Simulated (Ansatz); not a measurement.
## VO2 at several levels of theory

One geometry, relaxed with PBE, and single points on it; plane waves with PAW potentials in Ansatz, scalar-relativistic unless the row names spin-orbit coupling. Collinear spin, ending at 2.0 μB a primitive cell. Meshes are on the primitive cell of 6 atoms. Gaps are the least over mesh and band path; pressure is positive in compression. Smearing is Gaussian, 0.10 eV.

```cif
data_structure
_symmetry_space_group_name_H-M 'P 1'
_symmetry_Int_Tables_number 1
_cell_length_a 4.5824
_cell_length_b 2.8383
_cell_length_c 4.5849
_cell_angle_alpha 90.000
_cell_angle_beta 89.994
_cell_angle_gamma 90.000
_cell_volume 59.63
loop_
_atom_site_label
_atom_site_type_symbol
_atom_site_fract_x
_atom_site_fract_y
_atom_site_fract_z
_atom_site_occupancy
V1 V 0.00000 0.00000 0.00000 1
V2 V 0.50000 0.50000 0.50000 1
O1 O 0.79982 0.50000 0.19981 1
O2 O 0.20018 0.50000 0.80019 1
O3 O 0.70019 0.00000 0.69981 1
O4 O 0.29981 0.00000 0.30019 1
```

```
level cutoff (eV) k mesh gap (eV) pressure (GPa) largest moment (μB) rough cost with bands (core-min)
  PBE          420  8×12×8         0             0.0                 0.83                                 4
```

Question: What do r2SCAN, PBEsol give on the same cell?

Answer:
```tsv
level	cutoff (eV)	k mesh	gap (eV)	pressure (GPa)	largest moment (μB)	rough cost with bands (core-min)
r2SCAN	500	8×12×8	0	-5.5	0.90	11
PBEsol	420	8×12×8	0	-8.0	0.82	5
```

The state reached may not be the lowest one. Moments started parallel, and an antiferromagnetic order may lie lower.